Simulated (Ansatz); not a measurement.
The system is Te.

```xyz
4
Lattice="5.2233 0.0000 0.0000 0.0000 5.2233 0.0000 0.0000 0.0000 5.2233" Properties=species:S:1:pos:R:3 pbc="T T T"
Te    4.5704    0.6529    3.2645
Te    1.9587    1.9587    1.9587
Te    0.6529    3.2645    4.5704
Te    3.2645    4.5704    0.6529
```

The cell was built by a generator and needn't be a form met in nature.

Base run:

```yaml
Program: Ansatz 0.2.0
Functional: HSE06 form with a typed share of exact exchange
Potentials_or_basis: Ansatz PAW
Cutoff: "420 eV (not typed: the program's choice for these potentials)"
k_mesh: 3 × 3 × 3
Occupations: fermi-dirac, width 0.05 eV
Spin: no spin polarisation
```

Its results: band gap on the k mesh 0.30 eV, indirect (least direct gap 0.88 eV); pressure -0.9 GPa.

Question: After a change of settings the same cell gave: band gap on the k mesh 0.37 eV, indirect (least direct gap 0.96 eV); pressure -1.6 GPa. Which change was it?
A. share of exact exchange from 0.15 to 0.25
B. share of exact exchange from 0.15 to 0.4
C. share of exact exchange from 0.15 to 0.5

Answer: A.

Caveats: odd divisions of the mesh miss points on the zone boundary, where band edges often lie, so the gap on the mesh can be too wide; spin-orbit coupling is left out, which moves the levels of the heavy elements; the PAW data sets come from PBE, with cores solved anew for the run's functional, which leaves a small shift of forces and pressure; the thresholds are loose for stress.
